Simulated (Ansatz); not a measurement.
Ge:

```
CELL_PARAMETERS angstrom
-1.60842 1.60842 1.87318
1.60842 -1.60842 1.87318
1.60842 1.60842 -1.87318
ATOMIC_POSITIONS crystal
Ge 0.50000 0.50000 0.00000
```

The cell was built by a generator and needn't be a form met in nature.

```yaml
Program: Ansatz 0.2.0
Task: relaxation of cell and atoms
Functional: HF
Potentials_or_basis: Ansatz PAW
Cutoff: "420 eV (not typed: the program's choice for these potentials)"
k_mesh: 6 × 6 × 6
Occupations: fermi-dirac, width 0.05 eV
Spin: no spin polarisation
```

At the start: volume 19.38 Å³/atom.

Where does the relaxation end?

It ends after 6 steps and the volume is 20.81 Å³/atom (+7.3 %); space group I4/mmm (No. 139, to 0.05 Å).

Step by step:
| step | energy change (eV) | largest force (eV/Å) | volume (Å³) |
| --- | --- | --- | --- |
| 1 | 0.0000 | 0.0000 | 19.38 |
| 2 | -0.0471 | 0.0000 | 20.75 |
| 3 | -0.0519 | 0.0000 | 20.70 |
| 4 | -0.0521 | 0.0000 | 20.76 |
| 5 | -0.0521 | 0.0000 | 20.81 |
| 6 | -0.0528 | 0.0000 | 20.81 |

Final structure:
```yaml
crystal:
  lattice:
    - [-1.67633, 1.67633, 1.85112]
    - [1.67633, -1.67633, 1.85112]
    - [1.67633, 1.67633, -1.85112]
  atoms:
    - { symbol: Ge, position: [0.50000, 0.50000, 0.00000] }
```

Caveat: the k mesh is coarse (spacing up to 0.46 Å⁻¹), so the values aren't converged, least of all with exact exchange; the plane-wave basis is chosen anew once the cell has moved, so the energies of steps on either side of that aren't comparable; the PAW data sets come from PBE, with cores solved anew for the run's functional, which leaves a small shift of forces and pressure.
